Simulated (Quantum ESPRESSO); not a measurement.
CdTe:

```
Te Cd
1.0
     0.00000    3.20500    3.20500
     3.20500    0.00000    3.20500
     3.20500    3.20500    0.00000
Te Cd
1 1
Direct
  0.75000 0.75000 0.75000
  0.00000 0.00000 0.00000
```

| Property | Result |
| --- | --- |
| Program | Quantum ESPRESSO 7.5 |
| Task | phonons |
| Functional | LDA |
| Potentials or basis | GBRV 1.5 LDA |
| Cutoff | 612 eV |
| Density cutoff | 4898 eV |
| k mesh | 6 × 6 × 6, shifted |
| Occupations | fermi-dirac, width 0.05 eV |
| Spin | no spin polarisation |
| Target pressure | 10 GPa |
| Form of the LDA correlation | PZ81 |
| Mixing beta | 0.5 |
| Most SCF iterations | 120 |
| SCF threshold | 4e-10 Ry |

The cell and the atoms were relaxed first at 10 GPa, to 28.45 Å³/atom (a = 4.317 Å, b = 4.317 Å, c = 4.317 Å, α = 60.00°, β = 60.00°, γ = 60.00°), and the response was taken there.

The first run showed a gap, so the response started from a second, tighter run with fixed occupations.

Problem. How polar is the lattice: what are the Born charges, the two dielectric constants and the LO-TO splitting?

Solution. Born charges ±1.86 e; dielectric constants 8.87 (electrons alone) and 10.18 (static); transverse and longitudinal modes at 195 and 209 cm⁻¹.

Caveat: the cell is more than 3 GPa from zero pressure, which shifts response properties.
